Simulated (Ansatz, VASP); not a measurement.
One calculation of Ag, two programs

The input INCAR:

```
SYSTEM = Ag
PREC     = Accurate       ! precision mode
ENCUT    = 520            ! plane-wave cutoff, eV
EDIFF    = 1E-7           ! SCF threshold, eV
ISMEAR   = 0              ! smearing method
SIGMA    = 0.011          ! smearing width, eV
LREAL    = .False.        ! projectors in reciprocal space
LASPH    = .True.         ! aspherical terms in the spheres
NELM     = 60             ! most SCF steps
ALGO     = Normal         ! electronic algorithm
ISIF     = 2              ! what is computed and relaxed
LWAVE    = .False.        ! write WAVECAR
LCHARG   = .True.         ! write CHGCAR
GGA      = PE             ! functional
LELF     = .True.         ! ELF
LVHAR    = .True.       
NBANDS   = 12             ! bands
```

Contents of KPOINTS:

```
regular mesh
0
Gamma
  11 11 11
  0 0 0
```

Contents of POSCAR:

```
Ag
1.0
    0.0000000000      2.0427500000      2.0427500000
    2.0427500000      0.0000000000      2.0427500000
    2.0427500000      2.0427500000      0.0000000000
Ag
1
Direct
    0.0000000000      0.0000000000      0.0000000000
```

File input.yaml:

```yaml
crystal:
  lattice:
    - [0.0, 2.04275, 2.04275]
    - [2.04275, 0.0, 2.04275]
    - [2.04275, 2.04275, 0.0]
  atoms:
    - { symbol: Ag, position: [0.0, 0.0, 0.0] }
hamiltonian:
  xc: pbe
  pseudopotentials: { kind: paw }
kpoints:
  mp_grid: { grid: [11, 11, 11] }
scf:
  occupations: { method: gaussian, width: 0.011 }
output:
  forces: true
  stress: true
  eigenvalues: true
```

Alike in both runs: task single point; functional PBE; k mesh 11 × 11 × 11; occupations gaussian, width 0.011 eV; no spin polarisation.

|  | VASP | Ansatz |
| --- | --- | --- |
| version | VASP 6.6.1 | Ansatz 0.2.0 |
| potentials or method | VASP PAW PBE potentials, release 64 (Ag) | Ansatz PAW |
| plane-wave cutoff (eV) | 520 | 420 |
| valence electrons in the cell | 11 | 19 |

|  | VASP | Ansatz | Ansatz less VASP |
| --- | --- | --- | --- |
| gap on the k mesh at the Fermi level (eV) | none | none | - |
| pressure (GPa) | 4.1 | 4.3 | +0.18 |

A gap of «none» marks a metal or a gap that the smearing closes. The two sets of potentials don't hold the same shells in valence.
